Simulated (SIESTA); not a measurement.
HgSe:

```xyz
2
Lattice="0.0000 3.0390 3.0390 3.0390 0.0000 3.0390 3.0390 3.0390 0.0000" Properties=species:S:1:pos:R:3 pbc="T T T"
Hg    0.0000    0.0000    0.0000
Se    4.5585    4.5585    4.5585
```

```yaml
Program: SIESTA 5.4.2
Task: relaxation of cell and atoms
Functional: PBE
Potentials_or_basis: PseudoDojo 0.4 standard (PBE files)
Basis: DZP (energy shift 0.003 Ry; two zetas on semicore shells)
Grid_cutoff: 1200 Ry
Energy_shift: 0.003 Ry
k_mesh: 6 × 6 × 6
Occupations: fermi-dirac, width 0.05 eV
Spin: no spin polarisation
```

At the start: pressure 5.8 GPa; volume 28.07 Å³/atom.

**Question.** How do energy, volume and symmetry change on relaxing?

**Answer.** Over 4 steps the energy falls by 48.0 meV/atom and the volume is 30.99 Å³/atom (+10.4 %); space group F-43m (No. 216, to 0.05 Å).

The path:
| step | energy change (eV) | largest force (eV/Å) | pressure (GPa) | volume (Å³) |
| --- | --- | --- | --- | --- |
| 1 | 0.0000 | 0.0000 | 5.75 | 56.13 |
| 2 | -0.0097 | 0.0000 | 5.42 | 56.41 |
| 3 | -0.0956 | 0.0001 | 0.33 | 61.54 |
| 4 | -0.0960 | 0.0001 | 0.00 | 61.98 |

Final structure:
```yaml
crystal:
  lattice:
    - [0.00005, 3.14107, 3.14107]
    - [3.14107, 0.00005, 3.14107]
    - [3.14107, 3.14107, 0.00005]
  atoms:
    - { symbol: Hg, position: [0.00000, 0.00000, 0.00000] }
    - { symbol: Se, position: [0.75000, 0.75000, 0.75000] }
```

Caveat: short orbitals over semicore shells can move pressures by several GPa; the volume moved by +10 % from the deposited cell, more than functionals usually miss; the basis of atomic orbitals isn't converged, which shifts pressures, moduli and gaps.
